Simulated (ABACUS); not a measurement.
An input for ABACUS 3.10.1 (La):

Contents of INPUT:

```
INPUT_PARAMETERS
suffix              La
calculation         scf
basis_type          pw
pseudo_dir          ./
symmetry            1
dft_functional      pbe
ecutwfc             111
pseudo_rcut         7
nspin               1
nbands              5
ks_solver           dav
smearing_method     fd
smearing_sigma      0.00367493
scf_thr             1e-08
scf_nmax            60
mixing_type         broyden
mixing_beta         0.7
cal_force           1
cal_stress          1
```

STRU

```
ATOMIC_SPECIES
La 138.9055 La.upf

LATTICE_CONSTANT
1.8897261246

LATTICE_VECTORS
-2.1238310710 2.1238310710 2.1238310710
2.1238310710 -2.1238310710 2.1238310710
2.1238310710 2.1238310710 -2.1238310710

ATOMIC_POSITIONS
Direct

La
0.0
1
0.0000000000 0.0000000000 0.0000000000 1 1 1
```

Contents of KPT:

```
K_POINTS
0
Gamma
6 6 6 0 0 0
```

Potentials or basis: PseudoDojo NC SR 0.4.1 PBE standard, plane waves.

Run with:

```bash
$ OMP_NUM_THREADS=4 abacus > log
```

Does this run start?

The run stopped without a result. It printed:

running log:

```text
ABACUS v3.10.1

               Atomic-orbital Based Ab-initio Computation at UStc

 ------------------------------------------------------------------------------------

 READING GENERAL INFORMATION
                           global_out_dir = OUT.La/
                           global_in_card = INPUT
                               pseudo_dir = ./
[... 57 lines left out ...]
            AUTOSET number of electrons:  = 11
                           occupied bands = 6
 !!!!!!!!!!!!!!!!!!!!!!!!!!!!!!!!!!!!!!!!!!!!!!!!!!!!!!!!!
                         NOTICE
 !!!!!!!!!!!!!!!!!!!!!!!!!!!!!!!!!!!!!!!!!!!!!!!!!!!!!!!!!

 Too few bands!
 CHECK IN FILE : OUT.La/warning.log

 !!!!!!!!!!!!!!!!!!!!!!!!!!!!!!!!!!!!!!!!!!!!!!!!!!!!!!!!!
                         NOTICE
 !!!!!!!!!!!!!!!!!!!!!!!!!!!!!!!!!!!!!!!!!!!!!!!!!!!!!!!!!
 Check in file : OUT.La/warning.log
```

On the terminal:

```text
ABACUS v3.10.1

               Atomic-orbital Based Ab-initio Computation at UStc

 !!!!!!!!!!!!!!!!!!!!!!!!!!!!!!!!!!!!!!!!!!!!!!!!!!!!!!!!!
                         NOTICE
 !!!!!!!!!!!!!!!!!!!!!!!!!!!!!!!!!!!!!!!!!!!!!!!!!!!!!!!!!

 Too few bands!
 CHECK IN FILE : OUT.La/warning.log

 !!!!!!!!!!!!!!!!!!!!!!!!!!!!!!!!!!!!!!!!!!!!!!!!!!!!!!!!!
                         NOTICE
 !!!!!!!!!!!!!!!!!!!!!!!!!!!!!!!!!!!!!!!!!!!!!!!!!!!!!!!!!
```
